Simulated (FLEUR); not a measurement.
Input of a FLEUR MaX-R8.1 (later development tree) run:

The input inp.xml:

```xml
<?xml version="1.0" encoding="UTF-8" standalone="no"?>
<fleurInput fleurInputVersion="0.39">
   <comment>
      ZnSe                                                                                                
   </comment>
   <calculationSetup>
      <cutoffs Kmax="4.56" Gmax="14.1" GmaxXC="14.1" numbands="0"/>
      <scfLoop itmax="60" minDistance="0.00001" maxIterBroyd="15" imix="Anderson" alpha="0.05" precondParam="0.0" spinf="2.0" sdNocoIR="T"/>
      <coreElectrons ctail="T" frcor="F" kcrel="0" coretail_lmax="0"/>
      <xcFunctional name="pbe" relativisticCorrections="F"/>
      <magnetism jspins="1"/>
      <soc l_soc="F" theta="0.0" phi="0.0" spav="F"/>
      <expertModes spex="0" secvar="F"/>
      <geometryOptimization l_f="F" forcealpha="1.0" forcemix="BFGS" epsdisp="0.00001" epsforce="0.00001"/>
      <ldaU l_linMix="F" mixParam="0.05" spinf="1.0"/>
   </calculationSetup>
   <cell>
      <bzIntegration valenceElectrons="36.0" mode="hist" fermiSmearingEnergy="0.00183747">
         <kPointListSelection listName="default-1"/>
         <!-- k-points included here -->
         <xi:include xmlns:xi="http://www.w3.org/2001/XInclude" href="kpts.xml"> </xi:include>
      </bzIntegration>
      <!-- symmetry operations included here -->
      <xi:include xmlns:xi="http://www.w3.org/2001/XInclude" href="sym.xml"> </xi:include>
      <bulkLattice scale="1.0">
         <bravaisMatrix>
            <row-1>    0.0000000000000000     5.3551058918914798     5.3551058918914798</row-1>
            <row-2>    5.3551058918914798     0.0000000000000000     5.3551058918914798</row-2>
            <row-3>    5.3551058918914798     5.3551058918914798     0.0000000000000000</row-3>
         </bravaisMatrix>
      </bulkLattice>
   </cell>
   <atomSpecies>
      <species name="Selenium (Se)" element="Se" atomicNumber="34">
         <mtSphere radius="2.15" gridPoints="711" logIncrement="0.017"/>
         <atomicCutoffs lmax="9" lnonsphr="7"/>
         <electronConfig flipSpins="F">
            <coreConfig>(1s1/2) (2s1/2) (2p1/2) (2p3/2) (3s1/2) (3p1/2) (3p3/2)</coreConfig>
            <valenceConfig>(3d3/2) (3d5/2) (4s1/2) (4p1/2) (4p3/2)</valenceConfig>
            <stateOccupation state="(4p1/2)" spinUp="0.666667" spinDown="0.666667"/>
            <stateOccupation state="(4p3/2)" spinUp="1.333333" spinDown="1.333333"/>
         </electronConfig>
         <energyParameters s="4" p="4" d="4" f="4"/>
         <lo type="SCLO" l="2" n="3" eDeriv="0"/>
         <lo type="SCLO" l="0" n="4" eDeriv="2"/>
         <lo type="SCLO" l="1" n="4" eDeriv="2"/>
         <lo type="SCLO" l="3" n="4" eDeriv="2"/>
      </species>
      <species name="Zinc (Zn)" element="Zn" atomicNumber="30">
         <mtSphere radius="2.15" gridPoints="711" logIncrement="0.017"/>
         <atomicCutoffs lmax="9" lnonsphr="7"/>
         <electronConfig flipSpins="F">
            <coreConfig>(1s1/2) (2s1/2) (2p1/2) (2p3/2)</coreConfig>
            <valenceConfig>(3s1/2) (3p1/2) (3p3/2) (4s1/2) (3d3/2) (3d5/2)</valenceConfig>
         </electronConfig>
         <energyParameters s="4" p="4" d="3" f="4"/>
         <lo type="SCLO" l="0" n="3" eDeriv="0"/>
         <lo type="SCLO" l="1" n="3" eDeriv="0"/>
         <lo type="SCLO" l="1" n="3" eDeriv="1"/>
         <lo type="HELO" l="2" n="4" eDeriv="0"/>
         <lo type="HELO" l="2" n="4" eDeriv="1"/>
         <lo type="SCLO" l="3" n="4" eDeriv="2"/>
      </species>
   </atomSpecies>
   <atomGroups>
      <atomGroup species="Selenium (Se)">
         <relPos label="                   1">-1.000/4.000 -1.000/4.000 -1.000/4.000</relPos>
         <force calculate="T" relaxXYZ="TTT"/>
      </atomGroup>
      <atomGroup species="Zinc (Zn)">
         <relPos label="                   2">.0000000000 .0000000000 .0000000000</relPos>
         <force calculate="T" relaxXYZ="TTT"/>
      </atomGroup>
   </atomGroups>
   <output dos="F" band="F" slice="F">
      <checks vchk="F" cdinf="F"/>
      <bandDOS minEnergy="-.5*Htr" maxEnergy="0.5*Htr" sigma="0.015" storeEVData="T"/>
      <vacuumDOS vacdos="F" integ="F" star="F" nstars="0" locx1="0.0" locy1="0.0" locx2="0.0" locy2="0.0" nstm="0" tworkf="0.0"/>
      <unfoldingBand unfoldBand="F" supercellX="1" supercellY="1" supercellZ="1"/>
      <plotting iplot="0" polar="F">
         <plot TwoD="T" vec1="  1.0  0.0  0.0" vec2="  0.0  1.0  0.0" vec3="  0.0  0.0  1.0" zero="  0.0  0.0  0.0" file="plot"/>
      </plotting>
      <chargeDensitySlicing numkpt="0" minEigenval="0.0" maxEigenval="0.0" nnne="0" pallst="F"/>
      <specialOutput eonly="F"/>
      <moessbauerParams electricFieldGradient="T" isomerShift="T" coreHyperfine="T" valenceHyperfine="T"/>
      <magneticCircularDichroism mcd="F" energyLo="-10.0" energyUp="0.0"/>
   </output>
  <!-- We include the file relax.xml here to enable relaxations (see documentation) -->
  <xi:include xmlns:xi="http://www.w3.org/2001/XInclude" href="relax.xml"> <xi:fallback/> </xi:include>
</fleurInput>
```

Contents of crystal.txt:

```
ZnSe
&input cartesian=F /
0.0000000000  2.8338000000  2.8338000000
2.8338000000  0.0000000000  2.8338000000
2.8338000000  2.8338000000  0.0000000000
1.8897261246
1.0 1.0 1.0

2
34 0.7500000000  0.7500000000  0.7500000000
30 0.0000000000  0.0000000000  0.0000000000

&kpt div1=8 div2=8 div3=8 gamma=T /
```

File inp.xml (bands):

```
<?xml version="1.0" encoding="UTF-8" standalone="no"?>
<fleurInput fleurInputVersion="0.39">
   <comment>
      ZnSe                                                                                                
   </comment>
   <calculationSetup>
      <cutoffs Kmax="4.56" Gmax="14.1" GmaxXC="14.1" numbands="0"/>
      <scfLoop itmax="60" minDistance="0.00001" maxIterBroyd="15" imix="Anderson" alpha="0.05" precondParam="0.0" spinf="2.0" sdNocoIR="T"/>
      <coreElectrons ctail="T" frcor="F" kcrel="0" coretail_lmax="0"/>
      <xcFunctional name="pbe" relativisticCorrections="F"/>
      <magnetism jspins="1"/>
      <soc l_soc="F" theta="0.0" phi="0.0" spav="F"/>
      <expertModes spex="0" secvar="F"/>
      <geometryOptimization l_f="F" forcealpha="1.0" forcemix="BFGS" epsdisp="0.00001" epsforce="0.00001"/>
      <ldaU l_linMix="F" mixParam="0.05" spinf="1.0"/>
   </calculationSetup>
   <cell>
      <bzIntegration valenceElectrons="36.0" mode="hist" fermiSmearingEnergy="0.00183747">
         <kPointListSelection listName="path-1"/>
         <!-- k-points included here -->
         <xi:include xmlns:xi="http://www.w3.org/2001/XInclude" href="kpts.xml"> </xi:include>
      </bzIntegration>
      <!-- symmetry operations included here -->
      <xi:include xmlns:xi="http://www.w3.org/2001/XInclude" href="sym.xml"> </xi:include>
      <bulkLattice scale="1.0">
         <bravaisMatrix>
            <row-1>    0.0000000000000000     5.3551058918914798     5.3551058918914798</row-1>
            <row-2>    5.3551058918914798     0.0000000000000000     5.3551058918914798</row-2>
            <row-3>    5.3551058918914798     5.3551058918914798     0.0000000000000000</row-3>
         </bravaisMatrix>
      </bulkLattice>
   </cell>
   <atomSpecies>
      <species name="Selenium (Se)" element="Se" atomicNumber="34">
         <mtSphere radius="2.15" gridPoints="711" logIncrement="0.017"/>
         <atomicCutoffs lmax="9" lnonsphr="7"/>
         <electronConfig flipSpins="F">
            <coreConfig>(1s1/2) (2s1/2) (2p1/2) (2p3/2) (3s1/2) (3p1/2) (3p3/2)</coreConfig>
            <valenceConfig>(3d3/2) (3d5/2) (4s1/2) (4p1/2) (4p3/2)</valenceConfig>
            <stateOccupation state="(4p1/2)" spinUp="0.666667" spinDown="0.666667"/>
            <stateOccupation state="(4p3/2)" spinUp="1.333333" spinDown="1.333333"/>
         </electronConfig>
         <energyParameters s="4" p="4" d="4" f="4"/>
         <lo type="SCLO" l="2" n="3" eDeriv="0"/>
         <lo type="SCLO" l="0" n="4" eDeriv="2"/>
         <lo type="SCLO" l="1" n="4" eDeriv="2"/>
         <lo type="SCLO" l="3" n="4" eDeriv="2"/>
      </species>
      <species name="Zinc (Zn)" element="Zn" atomicNumber="30">
         <mtSphere radius="2.15" gridPoints="711" logIncrement="0.017"/>
         <atomicCutoffs lmax="9" lnonsphr="7"/>
         <electronConfig flipSpins="F">
            <coreConfig>(1s1/2) (2s1/2) (2p1/2) (2p3/2)</coreConfig>
            <valenceConfig>(3s1/2) (3p1/2) (3p3/2) (4s1/2) (3d3/2) (3d5/2)</valenceConfig>
         </electronConfig>
         <energyParameters s="4" p="4" d="3" f="4"/>
         <lo type="SCLO" l="0" n="3" eDeriv="0"/>
         <lo type="SCLO" l="1" n="3" eDeriv="0"/>
         <lo type="SCLO" l="1" n="3" eDeriv="1"/>
         <lo type="HELO" l="2" n="4" eDeriv="0"/>
         <lo type="HELO" l="2" n="4" eDeriv="1"/>
         <lo type="SCLO" l="3" n="4" eDeriv="2"/>
      </species>
   </atomSpecies>
   <atomGroups>
      <atomGroup species="Selenium (Se)">
         <relPos label="                   1">-1.000/4.000 -1.000/4.000 -1.000/4.000</relPos>
         <force calculate="T" relaxXYZ="TTT"/>
      </atomGroup>
      <atomGroup species="Zinc (Zn)">
         <relPos label="                   2">.0000000000 .0000000000 .0000000000</relPos>
         <force calculate="T" relaxXYZ="TTT"/>
      </atomGroup>
   </atomGroups>
   <output dos="F" band="T" slice="F">
      <checks vchk="F" cdinf="F"/>
      <bandDOS minEnergy="-.5*Htr" maxEnergy="0.5*Htr" sigma="0.015" storeEVData="T"/>
      <vacuumDOS vacdos="F" integ="F" star="F" nstars="0" locx1="0.0" locy1="0.0" locx2="0.0" locy2="0.0" nstm="0" tworkf="0.0"/>
      <unfoldingBand unfoldBand="F" supercellX="1" supercellY="1" supercellZ="1"/>
      <plotting iplot="0" polar="F">
         <plot TwoD="T" vec1="  1.0  0.0  0.0" vec2="  0.0  1.0  0.0" vec3="  0.0  0.0  1.0" zero="  0.0  0.0  0.0" file="plot"/>
      </plotting>
      <chargeDensitySlicing numkpt="0" minEigenval="0.0" maxEigenval="0.0" nnne="0" pallst="F"/>
      <specialOutput eonly="F"/>
      <moessbauerParams electricFieldGradient="T" isomerShift="T" coreHyperfine="T" valenceHyperfine="T"/>
      <magneticCircularDichroism mcd="F" energyLo="-10.0" energyUp="0.0"/>
   </output>
  <!-- We include the file relax.xml here to enable relaxations (see documentation) -->
  <xi:include xmlns:xi="http://www.w3.org/2001/XInclude" href="relax.xml"> <xi:fallback/> </xi:include>
</fleurInput>
```

Potentials or basis: all-electron, FLAPW.

Launch:

```sh
$ inpgen -f crystal.txt -profile fastHighL
$ # inp.xml edited to the form shown
$ fleur_MPI
$ fleur_MPI   # second run, on inp.xml (bands)
```

(1) Estimate the band gap on the k mesh.

(2) Predict the band gap along the path.

Answers

(1) 1.29 eV, direct.

(2) 1.29 eV, direct.

**Measured values to compare with.**

“Alloy Disordering Effects on the Thermal Conductivity and Energy Gap Temperature Dependence of Cd1−xZnxSe Ternary Crystals Grown by the Bridgman Method”, 2023, pmc:10253836 reports, for a bulk crystal of ZnSe at 300 K: band gap 2.695 ± 0.003 eV (an exciton energy, a little under the gap).

Measured gap of ZnSe: 2.695 eV (an exciton energy, a little under the gap; 300 K; “Alloy Disordering Effects on the Thermal Conductivity and Energy Gap Temperature Dependence of Cd1−xZnxSe Ternary Crystals Grown by the Bridgman Method”, 2023, pmc:10253836). This calculation gives 1.29 eV (-1.40 eV). So large a miss can be the level of theory's own, or it may mean another phase, state or a wrong row. Spin-orbit coupling on Se is left out. The value is that of PBE, without temperature or zero-point motion. Semilocal functionals fall short of measured gaps as a rule.
